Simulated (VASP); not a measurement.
A calculation with VASP 6.6.1 of Ni3Ge (ASE script, structure from a POSCAR):

run.py

```python
from ase.calculators.vasp import Vasp
from ase.dft.bandgap import bandgap
from ase.io import read

atoms = read('POSCAR')
atoms.set_initial_magnetic_moments([0.0, 1.0, 1.0, 1.0])
calc = Vasp(
    directory='calc',
    xc='lda',
    pp='LDA',
    setups='minimal',
    prec='Accurate',
    encut=500,
    ediff=1e-06,
    ismear=0,
    sigma=0.05,
    lreal=False,
    lasph=True,
    nelm=120,
    algo='Normal',
    isif=2,
    lwave=False,
    lcharg=True,
    ispin=2,
    lorbit=11,
    lmaxmix=4,
    lelf=True,
    lvhar=True,
    kpts=[8, 8, 8],
    gamma=True,
    nbands=29,
)
atoms.calc = calc

print('energy (eV):', atoms.get_potential_energy())
print('free energy (eV):', atoms.get_potential_energy(force_consistent=True))
print('forces (eV/A):')
print(atoms.get_forces())
print('stress (eV/A^3, Voigt):', atoms.get_stress())
print('Fermi level (eV):', calc.get_fermi_level())
print('moment (muB):', atoms.get_magnetic_moment())
print('site moments (muB):', atoms.get_magnetic_moments())
gap, top, bottom = bandgap(calc)
print('band gap (eV):', gap, 'from (spin, k, band)', top, 'to', bottom)
```

The input POSCAR:

```
Ni3Ge
1.0
    3.5303341067      0.0000000000      0.0000000000
    0.0000000000      3.5303341067      0.0000000000
    0.0000000000      0.0000000000      3.5303341067
Ge Ni
1 3
Direct
    0.0000000000      0.0000000000      0.0000000000
    0.5000000000      0.5000000000      0.0000000000
    0.0000000000      0.5000000000      0.5000000000
    0.5000000000      0.0000000000      0.5000000000
```

Potentials or basis: VASP PAW LDA potentials, release 64 (Ge, Ni).

The run is started by

```console
$ python run.py
```

The cell comes from a database or a generator and needn't be the stable form of this composition.

Write the same calculation in another form: native input, structure from a POSCAR.

As run:

INCAR

```
SYSTEM = Ni3Ge
PREC = Accurate
ENCUT = 500
EDIFF = 1E-6
ISMEAR = 0
SIGMA = 0.05
LREAL = .False.
LASPH = .True.
NELM = 120
ALGO = Normal
ISIF = 2
LWAVE = .False.
LCHARG = .False.
ISPIN = 2
MAGMOM = 0 1 1 1
LORBIT = 11
LMAXMIX = 4
GGA = CA
```

File KPOINTS:

```
regular mesh
0
Gamma
  8 8 8
  0 0 0
```

Contents of POSCAR:

```
Ni3Ge
1.0
    3.5303341067      0.0000000000      0.0000000000
    0.0000000000      3.5303341067      0.0000000000
    0.0000000000      0.0000000000      3.5303341067
Ge Ni
1 3
Direct
    0.0000000000      0.0000000000      0.0000000000
    0.5000000000      0.5000000000      0.0000000000
    0.0000000000      0.5000000000      0.5000000000
    0.5000000000      0.0000000000      0.5000000000
```

Potentials or basis: VASP PAW LDA potentials, release 64 (Ge, Ni).

Run with:

```sh
$ cat potpaw_LDA.64/Ge/POTCAR potpaw_LDA.64/Ni/POTCAR > POTCAR
$ mpirun -np 1 vasp_std > vasp.out
```

Both were run:

|  | ASE script, structure from a POSCAR | native input, structure from a POSCAR |
| --- | --- | --- |
| Pressure | -6.7 GPa | -6.8 GPa |
| Band gap on the k mesh | none (metal or under the smearing width) | none (metal or under the smearing width) |
| Net moment | 0.00 μB per cell | 0.00 μB per cell |
| Valence electrons inside the program's atomic spheres | Ge 2.50; Ni 9.46 | Ge 2.50; Ni 9.46 |

Keys that steer only the numerical path or the files written may differ.
